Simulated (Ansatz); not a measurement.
Free-standing chains of the atoms of TePb, named by their start (strip: triangular double chain, ladder: square double chain); atoms and period are relaxed, and energies count from relaxed bulk TePb (Fm-3m, 33.43 Å³/atom, gap on the mesh 0.65 eV).

The calculation used Ansatz 0.2.0, DFT PBEsol, scalar-relativistic, plane waves, PAW.

Cutoff 420 eV; k points 1×1×21 on the computed 2-atom cell (Γ-centred); Gaussian smearing, width 0.05 eV; collinear spin from starting moments 0.5 0.5 μB.

Start (strip chain):

```xyz
2
Lattice="11.6000 0.0000 0.0000 0.0000 9.3000 0.0000 0.0000 0.0000 3.0734" Properties=species:S:1:pos:R:3 pbc="T T T"
Te    4.4953    4.6500    0.0000
Pb    7.1047    4.6500    1.5367
```

Question: Relax it.

Answer: The free energy falls by 307 meV/atom. It ends far from its start (an atom moved by over half a bond, or the period changed much).

| Item | Value |
| --- | --- |
| excess energy (eV per host atom) | 0.679 |
| period (Å) | 4.091 |
| gap on the mesh (eV) | 1.67 |
| highest filled level or Fermi level under vacuum (eV) | 5.19 |
| size of the moment (μB per cell) | 0.00 |

Relaxed structure:
```xyz
2
Lattice="11.6000 0.0000 0.0000 0.0000 9.3000 0.0000 0.0000 0.0000 4.0911" Properties=species:S:1:pos:R:3 pbc="T T T"
Te    4.8168    4.6500    0.0000
Pb    6.7832    4.6500    2.0455
```

Spin-orbit coupling is left out, which matters for the bands of heavy elements. An odd mesh misses points on the zone edge, so a gap read on it can be too wide.

Each run keeps its start's symmetry and one magnetic start, so lower states can exist.

Time: 6.9 min on 2 threads of Arm Neoverse N1 (shared host), peak memory 0.68 GiB.